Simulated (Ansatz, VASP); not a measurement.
Li: VASP beside Ansatz

```xyz
3
Lattice="5.2950 0.0000 0.0000 0.0000 5.2950 0.0000 0.0000 0.0000 2.7746" Properties=species:S:1:pos:R:3 pbc="T T T"
Li    2.6475    0.0000    1.3873
Li    0.0000    2.6475    1.3873
Li    2.6475    2.6475    1.3873
```

Alike in both runs: task relaxation of cell and atoms; functional PBE; k mesh 10 × 10 × 16; occupations gaussian, width 0.1 eV; no spin polarisation.

```csv
,VASP,Ansatz
version,VASP 6.6.1,Ansatz 0.2.0
potentials or method,"VASP PAW PBE potentials, release 64 (Li_sv)","scalar-relativistic, plane waves, PAW"
plane-wave cutoff (eV),600,420
valence electrons in the cell,9,9
```

Ansatz gave:

* gap on the k mesh at the Fermi level, each at its own relaxed structure (eV): none
* relaxed volume (Å³/atom): 26.58
* relaxed cell length with the largest relative difference (Å): 5.334

Task: Estimate VASP's values.

Result: gap on the k mesh at the Fermi level, each at its own relaxed structure (eV): none; relaxed volume (Å³/atom): 26.21; relaxed cell length with the largest relative difference (Å): 5.305.

A gap of «none» marks a metal or a gap that the smearing closes.

Caveats: the cutoff is under 1.25 times the usual one of these potentials, so pressure, stress and relaxed cells hold a basis-set (Pulay) error (VASP).
